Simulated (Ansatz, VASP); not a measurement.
One calculation of C2F, two programs

```
F C
1.0
     2.55969    0.00000    0.00000
    -1.27984    2.21675    0.00000
     0.00000    0.00000   21.29000
F C
2 4
Direct
  0.00000 0.00000 0.37500
  0.00000 0.00000 0.62500
  0.00000 0.00000 0.43922
  0.33333 0.66667 0.46315
  0.33333 0.66667 0.53685
  0.00000 0.00000 0.56078
```

Alike in both runs: functional PBE; k mesh 12 × 12 × 1; no spin polarisation.

Ansatz relaxed the structure, and its values are those at the end. VASP's run is a single point on that final structure, the one shown.

|  | VASP | Ansatz |
| --- | --- | --- |
| version | VASP 6.6.1 | Ansatz 0.2.0 |
| potentials or method | VASP PAW PBE potentials, release 64 (F, C) | scalar-relativistic, plane waves, PAW |
| plane-wave cutoff (eV) | 520 | 420 |
| occupations | gaussian, width 0.01 eV | fixed |
| valence electrons in the cell | 30 | 30 |

```csv
,VASP,Ansatz,Ansatz less VASP
gap on the k mesh at the Fermi level (eV),4.06,4.09,+0.031
least direct gap on the mesh (eV),4.06,4.09,+0.031
rms of the force components (eV/Å),0.175,0.000,-0.1753
```

One of these differences is far larger than is usual between the two programs; its cause wasn't traced. Ansatz warned: «xc_potential_rough_in_thin_density».
